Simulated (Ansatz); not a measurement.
## CdS (Greenockite) under changes of volume

One of the cells (25.121 Å³/atom); the others are scaled copies at fixed shape and fractional positions:

```
CELL_PARAMETERS angstrom
4.15000 0.00000 0.00000
-2.07500 3.59401 0.00000
0.00000 0.00000 6.73700
ATOMIC_POSITIONS crystal
Cd 0.66667 0.33333 0.50000
Cd 0.33333 0.66667 0.00000
S 0.66667 0.33333 0.87500
S 0.33333 0.66667 0.37500
```

- Program: Ansatz 0.2.0
- Functional: BLYP
- Potentials or basis: Ansatz PAW
- Cutoff: 420 eV (not typed: the program's choice for these potentials)
- k mesh: 7 × 7 × 4
- Occupations: fermi-dirac, width 0.05 eV
- Spin: no spin polarisation

| volume (Å³/atom) | energy over the lowest point (meV/atom) | pressure (GPa) | gap on the mesh (eV) | largest force (eV/Å) |
| --- | --- | --- | --- | --- |
| 23.614 | ? | ? | ? | ? |
| 24.116 | 74.11 | 8.3 | 1.24 | 0.074 |
| 24.618 | 50.55 | 6.7 | 1.19 | 0.070 |
| 25.121 | 31.81 | 5.3 | 1.14 | 0.066 |
| 25.623 | 17.42 | 3.9 | 1.09 | 0.062 |
| 26.126 | 6.94 | 2.8 | 1.04 | 0.058 |
| 26.628 | 0.00 | 1.7 | 0.99 | 0.055 |

Q: What does the run at 23.614 Å³/atom give?

A: Energy over the lowest point 103.01 meV/atom; pressure 10.1 GPa; gap on the mesh 1.29 eV; largest force 0.079 eV/Å.

Worked out: A Birch-Murnaghan fit of order 3 (a polynomial in V^(-2/3)) to the other rows has no minimum within the range. It gives 103.03 meV/atom at 23.614 Å³/atom, against the run's 103.01, and -dE/dV = 10.2 GPa, against 10.1. A straight line through the other rows of the gap, of slope -2.52 eV per unit of ln V (its deformation potential), extrapolates to 1.29 eV, against the run's 1.29.

Energies are extrapolated to zero smearing.

Caveats: odd divisions of the mesh miss points on the zone boundary, where band edges often lie, so the gap on the mesh can be too wide; the PAW data sets come from PBE, with cores solved anew for the run's functional, which leaves a small shift of forces and pressure.

Spin-orbit coupling on Cd is left out.
